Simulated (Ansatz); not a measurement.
# Dielectric response of SiC (10-10) films, part 3 of 3

Aim: the electronic and static ε of wurtzite SiC (10-10) from films of three thicknesses in a field.

Ansatz 0.2.0; plane-wave DFT, LDA, Ansatz PAW.

So far. Step 21 (Field on, atoms free, 24 atoms, units 6, field 0.05 V/Å): The dipole is 0.0654 e·Å, and the gap on the mesh 1.505 eV. Step 22 (Relaxing in the field, 24 atoms, units 6, field -0.05 …): The dipole is -0.0654 e·Å, and the gap on the mesh 1.505 eV.

### Step 23. Response with the atoms relaxed, 24 atoms, units 6 (continued)

Local field over the applied field, running mean. From the potentials at -0.05 and 0.05 V/Å; running mean over 2.667 Å, taken twice. Local field over applied field against z:

```
z (Å)  local field over applied field
    5                           0.988
    6                           0.934
    7                           0.773
    8                           0.494
    9                           0.240
   10                          0.0910
   11                          0.0697
   12                          0.0755
   13                          0.0912
   14                          0.0956
   15                          0.0968
   16                          0.0956
   17                          0.0964
   18                          0.0965
   19                          0.0921
   20                          0.0822
   21                          0.0685
   22                          0.0823
   23                           0.195
   24                           0.428
   25                           0.717
   26                           0.907
   27                           0.982
```

The induced dipole is that of a conductor 15.22 Å thick.

### Step 24. Electronic ε from the series

This step: plane-wave DFT, LDA, Ansatz PAW; permittivity from the thickness series, atoms held (Ansatz 0.2.0).

Each added layer adds t(1 − 1/ε) to the dipole term, so the slope against thickness gives ε without a choice of where the film ends.

Numbers from this step:

| Item | Value |
| --- | --- |
| slope | 0.8520 |
| intercept of the fit | 2.689 Å |
| ε of the interior | 6.756 |

The equivalent conductor thickness by distance between the outer atoms:

| distance between the outer atoms (Å) | equivalent conductor thickness (Å) |
| --- | --- |
| 5.92 | 7.74 |
| 8.57 | 9.99 |
| 13.86 | 14.5 |

By hand, from the thinnest and the thickest film: slope = (14.493 − 7.736) / (13.856 − 5.925) = 0.852, so ε = 1/(1 − 0.852) = 6.76.

### Step 25. Static ε from the series

This step: plane-wave DFT, LDA, Ansatz PAW; permittivity from the thickness series, atoms relaxed (Ansatz 0.2.0).

The same fit for the relaxed films. The nearer its slope lies to 1, the more ε hangs on small errors.

This step gave:

```
slope                : 0.9026
intercept of the fit : 2.714 Å
ε of the interior    : 10.27
```

Equivalent conductor thickness against distance between the outer atoms:

| distance between the outer atoms (Å) | equivalent conductor thickness (Å) |
| --- | --- |
| 5.93 | 8.06 |
| 13.86 | 15.2 |

By hand, from the thinnest and the thickest film: slope = (15.220 − 8.063) / (13.856 − 5.926) = 0.903, so ε = 1/(1 − 0.903) = 10.3. One nm of such a film has the capacitance of 3.9/10.3 = 0.38 nm of SiO₂ (its equivalent oxide thickness).

### Step 26. The same run with other settings

This step: plane-wave DFT, LDA, Ansatz PAW, but for the change named below (Ansatz 0.2.0).

System of this step: SiC (10-10), 3 units. The cell holds 12 atoms: 6 Si and 6 C. Its edges and angles: a = 3.080 Å, b = 5.050 Å, c = 24.224 Å, α = 90.0°, β = 90.0°, γ = 90.0°. It derives from SiC (wurtzite SiC). Vacuum lies along c.

A run with a changed input: it repeats the earlier run at 0.1 V/Å, 3 units with kpoints.mp_grid.grid from [8, 6, 1] to [4, 3, 1], basis.ecutwfc to 550 eV and hamiltonian.xc from lda to rpbe.

The input, input.yaml:

```yaml
crystal:
  lattice:
    - [3.08, 0.0, 0.0]
    - [0.0, 5.05, 0.0]
    - [0.0, 0.0, 24.2238359019]
  atoms:
    - { symbol: Si, position: [0.0, 0.0227830742, 0.3833613358] }
    - { symbol: C, position: [0.0, 0.3633647547, 0.3776970073] }
    - { symbol: Si, position: [0.5, 0.4924046025, 0.4064323623] }
    - { symbol: C, position: [0.5, 0.8650873227, 0.4072735564] }
    - { symbol: Si, position: [0.5, 0.0037366692, 0.4828014675] }
    - { symbol: C, position: [0.5, 0.3776237134, 0.4826606426] }
    - { symbol: Si, position: [0.0, 0.5037366981, 0.5171985126] }
    - { symbol: C, position: [0.0, 0.8776237524, 0.5173393957] }
    - { symbol: Si, position: [0.0, -0.007595545, 0.5935676103] }
    - { symbol: C, position: [0.0, 0.3650872265, 0.5927264769] }
    - { symbol: Si, position: [0.5, 0.5227830472, 0.6166386269] }
    - { symbol: C, position: [0.5, 0.863364684, 0.6223030056] }
kpoints:
  mp_grid: { grid: [4, 3, 1] }
hamiltonian:
  xc: rpbe
scf:
  occupations: { method: fixed }
  convergence: { dr2_threshold: 1.0e-10 }
efield:
  axis: 3
  dipole_correction: true
  ramp_position: 0.97
  ramp_width: 0.06
  amplitude: 0.1
output:
  write_potential: true
  write_density: true
  volumetric_format: npy
basis:
  ecutwfc: "550 eV"
```

Launch:

```console
$ ansatz run input.yaml --threads 4 --pin off --max-ram 6144MiB --backend cpu --events-out ev --progress --plain --runs-dir out
```

The job ended after 4.2 s (4 threads of Arm Neoverse V2, shared host; peak memory 0.74 GiB).

| quantity | this run | earlier run | difference |
| --- | --- | --- | --- |
| dipole along the normal (e·Å) | 0.06624 | 0.06649 | -2.6e-4 |
| gap on the k-mesh (eV) | 1.530 | 1.360 | 0.17 |

What moves beyond 0.01 in its unit (for the dipole 0.5 % and 5e-5 e·Å): gap on the k-mesh (+0.169 eV).

The change shows in the results, which are not taken further.

### Step 27. A changed input

This step: plane-wave DFT, LDA, Ansatz PAW (Ansatz 0.2.0).

Another changed input: it repeats the earlier run at 0.1 V/Å, 3 units with efield.dipole_correction from true to false.

input.yaml, as its differences from that of step 26:

```diff
@@ -19,5 +19,5 @@
 kpoints:
-  mp_grid: { grid: [4, 3, 1] }
+  mp_grid: { grid: [8, 6, 1] }
 hamiltonian:
-  xc: rpbe
+  xc: lda
 scf:
@@ -27,3 +27,3 @@
   axis: 3
-  dipole_correction: true
+  dipole_correction: false
   ramp_position: 0.97
@@ -35,3 +35 @@
   volumetric_format: npy
-basis:
-  ecutwfc: "550 eV"
```

It took 8.4 s on 4 threads; peak memory 0.76 GiB; 33 s of CPU time.

```csv
quantity,this run,earlier run,difference
dipole along the normal (e·Å),0.09770,0.06649,0.031
gap on the k-mesh (eV),1.345,1.360,-0.016
```

With the dipole correction off, the periodic images add a field of their own to the typed one.

What moves beyond 0.01 in its unit (for the dipole 0.5 % and 5e-5 e·Å): dipole along the normal (+0.0312 e·Å) and gap on the k-mesh (-0.0158 eV).

These numbers are not those of the isolated slab.

### Step 28. What came out

| Property | Result |
| --- | --- |
| electronic ε from the thickness series | 6.76 |
| static ε from the thickness series | 10.3 |
| local electronic ε, middle of 6 units | 7.11 |

The films give an electronic ε of 6.76 and a static ε of 10.3. The slope of the series and the field inside the thickest film give 6.76 and 7.11, 5 % apart; the inner value rests on one film and on the averaging window. Ions raise ε from 6.76 to 10.3. The static value rests on two thicknesses alone. The in-plane lattice constants are held at typed bulk values. Semilocal functionals tend to overestimate the electronic ε a little.

[Logs are printed without paths, hosts, clocks, repeated set-up lines and the standing remarks that a program may print on its own settings, such as how far it seeks lower states.]

[Hosts, paths, dates, database ids (printed as entryN), source tags and the programs' standing remarks are cut or masked in the printed files.]

[Maps of the electrostatic potential energy from Ansatz leave out the sawtooth potential of an applied field or a dipole correction, so their vacuum need not be flat; planar profiles and work functions include it.]
